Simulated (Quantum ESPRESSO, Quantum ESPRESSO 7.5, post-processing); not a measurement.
# Thickness dependence of In2Se2

What does each added layer of In2Se2 bring in screening, and what does it do to the gap?

Calculated with Quantum ESPRESSO 7.5; plane-wave DFT, PBE, GBRV ultrasoft pseudopotentials (geometry by pw.x at PBE-D3(BJ), GBRV ultrasoft).

This is a report of a sequence of runs, with most program output left out.

### 1. The structure

The cell holds 4 atoms: 2 Se and 2 In. Cell: a = 4.134 Å, b = 4.134 Å, c = 22.143 Å, α = 90.0°, β = 90.0°, γ = 120.0°. It derives from In2Se2. Vacuum lies along c.

### 2. Variable-cell relaxation, 1 layer

Cell and atoms are relaxed with a D3(BJ) correction; only the in-plane cell moves (cell_dofree = 2Dxy), and the cutoff is raised for the stress.

The input, n1.relax.in:

```
&control
  prefix = 'n1.relax'
  outdir = './out'
  pseudo_dir = './pseudo'
  nstep = 50
  forc_conv_thr = 0.0004
  calculation = 'vc-relax'
  etot_conv_thr = 1e-06
/
&system
  ibrav = 0
  nat = 4
  ntyp = 2
  ecutwfc = 50
  ecutrho = 250
  vdw_corr = 'grimme-d3'
  dftd3_version = 4
  occupations = 'smearing'
  smearing = 'fd'
  degauss = 0.004
/
&electrons
  conv_thr = 1e-09
  mixing_beta = 0.4
  electron_maxstep = 120
  mixing_mode = 'plain'
/
&ions
/
&cell
  cell_dofree = '2Dxy'
  press_conv_thr = 0.3
/
ATOMIC_SPECIES
  Se  78.9710  se_pbe_v1.uspp.F.UPF
  In  114.8180  in_pbe_v1.4.uspp.F.UPF
CELL_PARAMETERS angstrom
  4.13400000000000 0.00000000000000 0.00000000000000
  -2.06700000000000 3.58014901924487 0.00000000000000
  0.00000000000000 0.00000000000000 22.14290946413444
ATOMIC_POSITIONS crystal
  Se  0.333333333333 0.666666666667 0.383870060697
  In  0.000000000000 0.000000000000 0.435871119272
  In  0.000000000000 0.000000000000 0.564128880728
  Se  0.333333333333 0.666666666667 0.616129939303
K_POINTS automatic
  6 6 1 0 0 0
```

The run is started by

```sh
OMP_NUM_THREADS=1 mpirun -n 4 pw.x -nk 2 -in n1.relax.in > n1.relax.out
```

Elapsed: 5.2 min, on 4 MPI ranks of Arm Neoverse V1, shared host; peak memory 0.86 GiB.

The steps of the relaxation:

```csv
step,energy less that of the first step (eV),largest force (eV/Å),volume (Å³)
1,0.0000,0.6325,327.72
2,-0.0216,0.3974,327.59
3,-0.0375,0.2147,327.06
4,-0.0457,0.1525,325.82
5,-0.0500,0.2124,324.65
6,-0.0547,0.2322,323.38
7,-0.0615,0.2315,321.46
8,-0.0703,0.2010,318.60
9,-0.0790,0.1280,314.33
10,-0.0817,0.0355,310.76
11,-0.0817,0.0192,310.86
12,-0.0818,0.0105,310.98
13,-0.0818,0.0121,311.08
14,-0.0818,0.0101,311.17
15,-0.0818,0.0058,311.21
16,-0.0811,0.0063,311.21
```

```csv
cell as run,before,after,change
a (Å),4.134,4.029,-2.6 %
b (Å),4.134,4.029,-2.6 %
```

The atoms that moved most (Å, along periodic axes as changes of fractional coordinates times the final cell, across vacuum about the mean position):

```csv
atom,dx,dy,dz,length
Se1,0.000,0.000,-0.119,0.119
Se4,0.000,0.000,0.119,0.119
In2,0.000,0.000,0.023,0.023
In3,0.000,0.000,-0.023,0.023
```

 The last row is no step: it is a fresh SCF in the final cell with a new plane-wave basis, +1 meV from the row before.

Read from the output:

```
free energy  : -4821.5852 eV
Fermi energy : -0.8037 eV
```

### 3. Self-consistent run, 1 layer: no field

The zero-field run is the reference. tefield and dipfield are on already, so that all runs share k-points and boundary.

Level of this step: plane-wave DFT, PBE, GBRV ultrasoft pseudopotentials (Quantum ESPRESSO 7.5).

The input, n1.f0.in:

```
&control
  prefix = 'n1.f0'
  outdir = './out'
  pseudo_dir = './pseudo'
  calculation = 'scf'
  tprnfor = .true.
  tefield = .true.
  dipfield = .true.
/
&system
  ibrav = 0
  nat = 4
  ntyp = 2
  ecutwfc = 40
  ecutrho = 200
  occupations = 'smearing'
  smearing = 'fd'
  degauss = 0.004
  edir = 3
  emaxpos = 0.97
  eopreg = 0.04
  eamp = 0.0
  nbnd = 23
/
&electrons
  conv_thr = 1e-09
  mixing_beta = 0.4
  electron_maxstep = 120
  mixing_mode = 'plain'
/
ATOMIC_SPECIES
  Se  78.9710  se_pbe_v1.uspp.F.UPF
  In  114.8180  in_pbe_v1.4.uspp.F.UPF
CELL_PARAMETERS angstrom
  4.02853140800000 0.00000000000000 0.00000000000000
  -2.01426570400000 3.48881053900000 0.00000000000000
  0.00000000000000 0.00000000000000 22.14290946400000
ATOMIC_POSITIONS crystal
  Se  0.333333333300 0.666666666700 0.378510645500
  In  0.000000000000 0.000000000000 0.436915791100
  In  0.000000000000 0.000000000000 0.563084208900
  Se  0.333333333300 0.666666666700 0.621489354500
K_POINTS automatic
  6 6 1 0 0 0
```

The run is started by

```sh
OMP_NUM_THREADS=1 mpirun -n 4 pw.x -nk 2 -in n1.f0.in > n1.f0.out
```

Elapsed: 30 s, on 4 MPI ranks; peak memory 0.62 GiB; 2 min of CPU time.

Numbers from this step:

| Property | Result |
| --- | --- |
| free energy | -4820.6151 eV |
| Fermi energy | -0.8034 eV |
| dipole along the normal | 0 e·Å |
| valence top, on the run's zero | -1.658 eV |
| conduction bottom, on the run's zero | -0.05327 eV |
| gap by band count | 1.605 eV |

The run needed 13 iterations to bring the estimated error under 1e-09 Ry; the largest force on any atom, held or free, is 0.08 eV/Å.

### 4. Potential by pp.x, 1 layer

plot_num = 11 writes the bare and Hartree potential. It leaves out exchange and correlation, which fade slowly, so it flattens close to the surface.

The input, n1.f0.pot.in:

```
&inputpp
  prefix = 'n1.f0'
  outdir = './out'
  filplot = 'n1.f0.pot.dat'
  plot_num = 11
/
```

The run is started by

```sh
OMP_NUM_THREADS=1 mpirun -n 4 pp.x -in n1.f0.pot.in > n1.f0.pot.out
```

The job ended after 1.1 s (4 MPI ranks; peak memory 0.11 GiB; 4.2 s of CPU time).

This step gave:

```
slope of the potential above                                          : 4.17e-5 eV/Å
upper vacuum line continued to the top atoms, over the valence top    : 5.985 eV
slope of the potential below                                          : -3.44e-5 eV/Å
lower vacuum line continued to the bottom atoms, over the valence top : 5.985 eV
vacuum level at the upper face over the valence top of the mesh       : 5.986 eV
vacuum level at the lower face over the valence top of the mesh       : 5.986 eV
```

The potential energy, planar mean oscillates, so the rows of the table below give means over windows of 1 Å about each position, cut where the curve ends. Its maxima inside the range that stand out by 2 % of the span (Å: eV): 9.0: -6.99, 11.1: 3.08, 13.1: -6.99. Its minima: 8.4: -9.75, 9.6: -9.09, 12.6: -9.09, 13.7: -9.75.

Electrostatic potential energy of an electron, with the sawtooth; zero at the highest filled level of the SCF mesh. Table of potential energy, planar mean by z; means over each step:

z (Å), potential energy, planar mean (eV) and a bar from the least value:
```
        0       5.99 ##############################
        1       5.99 ##############################
        2       5.99 ##############################
        3       5.99 ##############################
        4       5.99 ##############################
        5       5.98 ##############################
        6       5.94 ##############################
        7       5.07 ############################
        8      -4.16 ########
        9      -8.01 
       10      -6.08 ####
       11       2.26 ######################
       12      -4.70 #######
       13      -7.96 
       14      -5.84 #####
       15       4.59 ###########################
       16       5.91 ##############################
       17       5.98 ##############################
       18       5.99 ##############################
       19       5.99 ##############################
       20       5.99 ##############################
       21       5.99 ##############################
       22       5.99 ##############################
```

### 5. SCF with pw.x, 1 layer: field 0.1 V/Å

eamp is the field in Hartree atomic units (1 a.u. = 51.42 V/Å). With dipfield on, it is the field in the vacuum beside an isolated sheet. The run starts from the density of the one before.

n1.f1.in, as its differences from the input of step 3:

```diff
@@ -1,3 +1,3 @@
 &control
-  prefix = 'n1.f0'
+  prefix = 'n1.f1'
   outdir = './out'
@@ -21,3 +21,3 @@
   eopreg = 0.04
-  eamp = 0.0
+  eamp = 0.00194469
   nbnd = 23
@@ -29,2 +29,3 @@
   mixing_mode = 'plain'
+  startingpot = 'file'
 /
```

The run is started by

```sh
cp -r out/n1.f0.save out/n1.f1.save
OMP_NUM_THREADS=1 mpirun -n 4 pw.x -nk 2 -in n1.f1.in > n1.f1.out
```

Wall time 25 s (4 MPI ranks); peak memory 0.61 GiB.

This step gave:

| Quantity | Value |
| --- | --- |
| free energy | -4820.6180 eV |
| Fermi energy | -0.7891 eV |
| dipole along the normal | 0.05652 e·Å |
| valence top, on the run's zero | -1.644 eV |
| conduction bottom, on the run's zero | -0.03906 eV |

### 6. SCF with pw.x, 1 layer: field −0.1 V/Å

The field is reversed. With a mirror plane this checks symmetry and convergence alone; for a polar sheet it tests linearity.

n1.f2.in, as its differences from the input of step 5:

```diff
@@ -1,3 +1,3 @@
 &control
-  prefix = 'n1.f1'
+  prefix = 'n1.f2'
   outdir = './out'
@@ -21,3 +21,3 @@
   eopreg = 0.04
-  eamp = 0.00194469
+  eamp = -0.00194469
   nbnd = 23
```

The run is started by

```sh
cp -r out/n1.f0.save out/n1.f2.save
OMP_NUM_THREADS=1 mpirun -n 4 pw.x -nk 2 -in n1.f2.in > n1.f2.out
```

Wall time 23 s (4 MPI ranks); peak memory 0.61 GiB; 92 s of CPU time.

This step gave:

* Fermi energy: -0.8188 eV
* dipole along the normal: -0.05650 e·Å
* valence top, on the run's zero: -1.674 eV
* conduction bottom, on the run's zero: -0.06879 eV

### 7. Electrostatic potential, 1 layer

The input, n1.f1.pot.in:

```
&inputpp
  prefix = 'n1.f1'
  outdir = './out'
  filplot = 'n1.f1.pot.dat'
  plot_num = 11
/
```

The run is started by

```sh
OMP_NUM_THREADS=1 mpirun -n 4 pp.x -in n1.f1.pot.in > n1.f1.pot.out
```

Elapsed: 1.1 s, on 4 MPI ranks; peak memory 0.11 GiB.

This step gave:

- slope of the potential above: 0.1000 eV/Å
- upper vacuum line continued to the top atoms, over the valence top: 5.891 eV
- slope of the potential below: 0.09996 eV/Å
- lower vacuum line continued to the bottom atoms, over the valence top: 6.081 eV

The slope in the vacuum is 0.100 eV/Å for an applied 0.10 V/Å, as it should be.

### 8. Band structure, 1 layer: no field

The density is frozen and the levels are solved along a path.

n1.f0.bands.in, as its differences from the input of step 6:

```diff
@@ -1,7 +1,6 @@
 &control
-  prefix = 'n1.f2'
+  prefix = 'n1.f0.bands'
   outdir = './out'
   pseudo_dir = './pseudo'
-  calculation = 'scf'
-  tprnfor = .true.
+  calculation = 'bands'
   tefield = .true.
@@ -21,3 +20,3 @@
   eopreg = 0.04
-  eamp = -0.00194469
+  eamp = 0.0
   nbnd = 23
@@ -25,7 +24,6 @@
 &electrons
-  conv_thr = 1e-09
+  conv_thr = 1e-07
   mixing_beta = 0.4
   electron_maxstep = 120
-  mixing_mode = 'plain'
-  startingpot = 'file'
+  mixing_mode = 'local-TF'
 /
@@ -43,3 +41,7 @@
   Se  0.333333333300 0.666666666700 0.621489354500
-K_POINTS automatic
-  6 6 1 0 0 0
+K_POINTS crystal_b
+4
+  0.0000000000 0.0000000000 0.0000000000 12
+  0.5000000000 0.0000000000 0.0000000000 12
+  0.3333333333 0.3333333333 0.0000000000 12
+  0.0000000000 0.0000000000 0.0000000000 1
```

The run is started by

```sh
cp -r out/n1.f0.save out/n1.f0.bands.save
cp out/n1.f0.xml out/n1.f0.bands.xml
OMP_NUM_THREADS=1 mpirun -n 4 pw.x -nk 4 -in n1.f0.bands.in > n1.f0.bands.out
```

The job ended after 39 s (4 MPI ranks; peak memory 0.4 GiB).

Numbers from this step:

- dipole along the normal: 0 e·Å
- valence top, on the run's zero: -1.655 eV
- conduction bottom, on the run's zero: -0.05326 eV
- gap by band count: 1.602 eV

Band numbers count within the set of bands kept for display. The electronic bands at the labelled points (eV, zero at the highest filled level of the SCF mesh; v1 is the highest filled band, c1 the lowest empty one):

```csv
point,v4,v3,v2,v1,c1,c2,c3,c4
Γ,-0.45,-0.38,-0.38,-0.07,1.61,2.82,5.06,5.06
halfway,-1.71,-1.03,-0.89,-0.08,2.75,2.92,4.85,4.86
M,-1.53,-1.50,-1.32,-0.92,2.32,2.33,4.23,4.54
halfway,-2.16,-1.87,-1.33,-0.93,2.69,2.82,4.33,4.87
K,-2.73,-1.72,-1.26,-1.07,2.58,3.10,4.05,5.05
halfway,-1.65,-1.56,-1.34,-0.13,3.04,3.34,4.37,5.24
Γ,-0.45,-0.38,-0.38,-0.07,1.61,2.82,5.06,5.06
```

Along this path the valence top lies between K and Γ and the conduction bottom at Γ.

### 9. Polarisability from the dipole between 0 and 0.1 V/A, 1 layer

This step gave:

- change of slope in the vacuum: 0.09999 eV/Å
- polarisability a cell: 8.140 Å³
- sheet polarisability 4πα/A: 7.278 Å

Table of change of the potential energy, second field less first by z:

```csv
z (Å),"change of the potential energy, second field less first (eV)"
0,-0.371
1,-0.643
2,-0.543
3,-0.443
4,-0.343
5,-0.243
6,-0.145
7,-0.0606
8,-0.0216
9,-0.0152
10,-0.0104
11,-4.0e-4
12,0.00881
13,0.0151
14,0.0196
15,0.0519
16,0.133
17,0.230
18,0.330
19,0.430
20,0.530
21,0.630
22,-0.145
```

### 10. Variable-cell relaxation, 2 layers

Level of this step: plane-wave DFT, PBE-D3(BJ), GBRV ultrasoft pseudopotentials (Quantum ESPRESSO 7.5).

System of this step: In2Se2, 2 layers, AA' stacking. The cell holds 8 atoms: 4 Se and 4 In. Cell: a = 4.134 Å, b = 4.134 Å, c = 30.586 Å, α = 90.0°, β = 90.0°, γ = 120.0°. It derives from In2Se2. Vacuum lies along c.

The input, n2.relax.in:

```
&control
  prefix = 'n2.relax'
  outdir = './out'
  pseudo_dir = './pseudo'
  nstep = 50
  forc_conv_thr = 0.0004
  calculation = 'vc-relax'
  etot_conv_thr = 1e-06
/
&system
  ibrav = 0
  nat = 8
  ntyp = 2
  ecutwfc = 50
  ecutrho = 250
  vdw_corr = 'grimme-d3'
  dftd3_version = 4
  occupations = 'smearing'
  smearing = 'fd'
  degauss = 0.004
/
&electrons
  conv_thr = 1e-09
  mixing_beta = 0.4
  electron_maxstep = 120
  mixing_mode = 'plain'
/
&ions
/
&cell
  cell_dofree = '2Dxy'
  press_conv_thr = 0.3
/
ATOMIC_SPECIES
  Se  78.9710  se_pbe_v1.uspp.F.UPF
  In  114.8180  in_pbe_v1.4.uspp.F.UPF
CELL_PARAMETERS angstrom
  4.13400000000000 0.00000000000000 0.00000000000000
  -2.06700000000000 3.58014901924487 0.00000000000000
  0.00000000000000 0.00000000000000 30.58581892826889
ATOMIC_POSITIONS crystal
  Se  0.333333333333 0.666666666667 0.277906569052
  In  0.000000000000 0.000000000000 0.315553255406
  In  0.000000000000 0.000000000000 0.408406744360
  Se  0.333333333333 0.666666666667 0.446053430713
  Se  0.000000000000 0.000000000000 0.553946569287
  In  0.333333333333 0.666666666667 0.591593255640
  In  0.333333333333 0.666666666667 0.684446744594
  Se  0.000000000000 0.000000000000 0.722093430948
K_POINTS automatic
  6 6 1 0 0 0
```

The run is started by

```sh
OMP_NUM_THREADS=1 mpirun -n 4 pw.x -nk 2 -in n2.relax.in > n2.relax.out
```

It took 14 min on 4 MPI ranks; peak memory 1.2 GiB; 58 min of CPU time.

Step by step:

```csv
step,energy less that of the first step (eV),largest force (eV/Å),volume (Å³)
1,0.0000,0.6247,452.68
2,-0.0417,0.3999,452.43
3,-0.0737,0.2522,451.45
4,-0.0955,0.2058,448.86
5,-0.1062,0.2641,446.64
6,-0.1182,0.2722,444.19
7,-0.1345,0.2447,440.54
8,-0.1521,0.1663,435.09
9,-0.1591,0.0480,429.52
10,-0.1594,0.0307,429.75
11,-0.1597,0.0295,430.00
12,-0.1601,0.0252,430.38
13,-0.1603,0.0142,430.78
14,-0.1603,0.0094,430.78
15,-0.1603,0.0016,430.70
16,-0.1588,0.0014,430.70
```

```csv
cell as run,before,after,change
a (Å),4.134,4.032,-2.5 %
b (Å),4.134,4.032,-2.5 %
```

The atoms that moved most (Å, along periodic axes as changes of fractional coordinates times the final cell, across vacuum about the mean position):

```csv
atom,dx,dy,dz,length
Se4,0.000,0.000,0.125,0.125
Se5,0.000,0.000,-0.125,0.125
Se8,0.000,0.000,0.107,0.107
Se1,0.000,0.000,-0.107,0.107
In7,0.000,0.000,-0.034,0.034
In2,0.000,0.000,0.034,0.034
In3,0.000,0.000,-0.012,0.012
In6,0.000,0.000,0.012,0.012
```

 The last row is no step: it is a fresh SCF in the final cell with a new plane-wave basis, +2 meV from the row before.

Read from the output:

| Quantity | Value |
| --- | --- |
| free energy | -9643.3948 eV |
| Fermi energy | 1.159 eV |

### 11. Self-consistent run, 2 layers: no field

Level of this step: plane-wave DFT, PBE, GBRV ultrasoft pseudopotentials (Quantum ESPRESSO 7.5).

The input, n2.f0.in:

```
&control
  prefix = 'n2.f0'
  outdir = './out'
  pseudo_dir = './pseudo'
  calculation = 'scf'
  tprnfor = .true.
  tefield = .true.
  dipfield = .true.
/
&system
  ibrav = 0
  nat = 8
  ntyp = 2
  ecutwfc = 40
  ecutrho = 200
  occupations = 'smearing'
  smearing = 'fd'
  degauss = 0.004
  edir = 3
  emaxpos = 0.97
  eopreg = 0.04
  eamp = 0.0
  nbnd = 42
/
&electrons
  conv_thr = 1e-09
  mixing_beta = 0.4
  electron_maxstep = 120
  mixing_mode = 'plain'
/
ATOMIC_SPECIES
  Se  78.9710  se_pbe_v1.uspp.F.UPF
  In  114.8180  in_pbe_v1.4.uspp.F.UPF
CELL_PARAMETERS angstrom
  4.03239802400000 0.00000000000000 0.00000000000000
  -2.01619901200000 3.49215912700000 0.00000000000000
  0.00000000000000 0.00000000000000 30.58581892800000
ATOMIC_POSITIONS crystal
  Se  0.333333333300 0.666666666700 0.274420248900
  In  0.000000000000 0.000000000000 0.316650533100
  In  0.000000000000 0.000000000000 0.408025187300
  Se  0.333333333300 0.666666666700 0.450140466900
  Se  0.000000000000 0.000000000000 0.549859533100
  In  0.333333333300 0.666666666700 0.591974812700
  In  0.333333333300 0.666666666700 0.683349466900
  Se  0.000000000000 0.000000000000 0.725579751100
K_POINTS automatic
  6 6 1 0 0 0
```

The run is started by

```sh
OMP_NUM_THREADS=1 mpirun -n 4 pw.x -nk 2 -in n2.f0.in > n2.f0.out
```

The job ended after 79 s (4 MPI ranks; peak memory 0.89 GiB; 5.2 min of CPU time).

Numbers from this step:

| Item | Value |
| --- | --- |
| free energy | -9641.2032 eV |
| valence top, on the run's zero | 0.5542 eV |
| conduction bottom, on the run's zero | 1.660 eV |
| gap by band count | 1.106 eV |

### 12. Electrostatic potential, 2 layers

The input, n2.f0.pot.in:

```
&inputpp
  prefix = 'n2.f0'
  outdir = './out'
  filplot = 'n2.f0.pot.dat'
  plot_num = 11
/
```

The run is started by

```sh
OMP_NUM_THREADS=1 mpirun -n 4 pp.x -in n2.f0.pot.in > n2.f0.pot.out
```

Wall time 1.3 s (4 MPI ranks); peak memory 0.14 GiB; 5 s of CPU time.

Read from the output:

| Property | Result |
| --- | --- |
| slope of the potential above | 4.02e-5 eV/Å |
| upper vacuum line continued to the top atoms, over the valence top | 5.707 eV |
| slope of the potential below | -3.20e-5 eV/Å |
| lower vacuum line continued to the bottom atoms, over the valence top | 5.707 eV |
| vacuum level at the upper face over the valence top of the mesh | 5.707 eV |
| vacuum level at the lower face over the valence top of the mesh | 5.707 eV |

(Part 1 of 2 ends here.)

[Logs are printed without paths, hosts, clocks, repeated set-up lines and the standing remarks that a program may print on its own settings, such as how far it seeks lower states.]

[Hosts, paths, dates, database ids (printed as entryN), source tags and the programs' standing remarks are cut or masked in the printed files.]

[Maps of the electrostatic potential energy from Ansatz leave out the sawtooth potential of an applied field or a dipole correction, so their vacuum need not be flat; planar profiles and work functions include it.]
